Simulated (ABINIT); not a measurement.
The system is SnO.

```
Sn O
1.0
     3.81370    0.00000    0.00000
     0.00000    3.81370    0.00000
     0.00000    0.00000    4.88691
Sn O
2 2
Direct
  0.50000 0.00000 0.76463
  0.00000 0.50000 0.23537
  0.00000 0.00000 0.00000
  0.50000 0.50000 0.00000
```

The cell is a database's computed one.

Base run:

| Property | Result |
| --- | --- |
| Program | ABINIT 10.8.3 (patched build) |
| Functional | PBE |
| Potentials or basis | JTH PAW PBE v2.0 |
| Cutoff | 626 eV |
| k mesh | 6 × 6 × 5 |
| Occupations | fermi-dirac, width 0.05 eV |
| Spin | no spin polarisation |

Its results: band gap on the k mesh 0.16 eV, indirect (least direct gap 2.04 eV); pressure 3.2 GPa; largest force 0.366 eV/Å.

Problem. After a change of settings the same cell gave: band gap on the k mesh 1.14 eV, indirect (least direct gap 2.04 eV); pressure 3.1 GPa; largest force 0.400 eV/Å. Which change was it?
A. functional from PBE to PBEsol; k mesh from 6 × 6 × 5 to 3 × 3 × 2
B. k mesh from 6 × 6 × 5 to 3 × 3 × 2
C. functional from PBE to PBEsol; k mesh from 6 × 6 × 5 to 4 × 4 × 4
D. k mesh from 6 × 6 × 5 to 9 × 9 × 8

Solution. B.

Caveats: some runs use coarse meshes; spin-orbit coupling is left out, which moves the levels of the heavy elements; an odd mesh through Γ misses points on the zone boundary, where band edges often lie.

The runs don't all hold the same shells in valence.
